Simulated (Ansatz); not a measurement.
A run of Ansatz 0.2.0 is set up as follows.

Contents of input.yaml:

```yaml
crystal:
  lattice:
    - [0.0, 3.0702711986, 3.0702711986]
    - [3.0702711986, 0.0, 3.0702711986]
    - [3.0702711986, 3.0702711986, 0.0]
  atoms:
    - { symbol: Cd, position: [0.0, 0.0, 0.0] }
    - { symbol: Se, position: [0.25, 0.25, 0.25] }
hamiltonian:
  xc: pbesol
  pseudopotentials: { kind: paw }
  dispersion: d4
kpoints:
  mp_grid: { grid: [8, 8, 8] }
scf:
  occupations: { method: fermi_dirac, width: 0.05 }
output:
  forces: true
  stress: true
relax:
  f_tol: 0.01
  max_steps: 40
  cell: { stress_tol: 0.05 }
```

Potentials or basis: Ansatz PAW.

The run is started by

```bash
$ ansatz run input.yaml --threads 2 --pin off --max-ram 5632MiB --backend cpu --events-out ev --progress --plain --runs-dir out
```

**Question.** What does it give for the relaxed cell?

**Answer.** a = 4.272 Å, b = 4.272 Å, c = 4.272 Å, α = 60.00°, β = 60.00°, γ = 60.00°.

**Question.** What does it give for the band gap on the k mesh?

**Answer.** 0.52 eV.

**Question.** Estimate the relaxed volume.

**Answer.** 27.57 Å³/atom.

**Question.** Predict the space group after relaxing (to 0.05 Å).

**Answer.** F-43m (No. 216).

Final structure:
```
Cd Se
1.0
     0.00000    3.02098    3.02098
     3.02098    0.00000    3.02098
     3.02098    3.02098    0.00000
Cd Se
1 1
Direct
  0.00000 0.00000 0.00000
  0.25000 0.25000 0.25000
```

Caveat: the plane-wave basis is chosen anew once the cell has moved, so the energies of steps on either side of that aren't comparable; the PAW data sets come from PBE, with cores solved anew for the run's functional, which leaves a small shift of forces and pressure. A k mesh can miss the band edges.
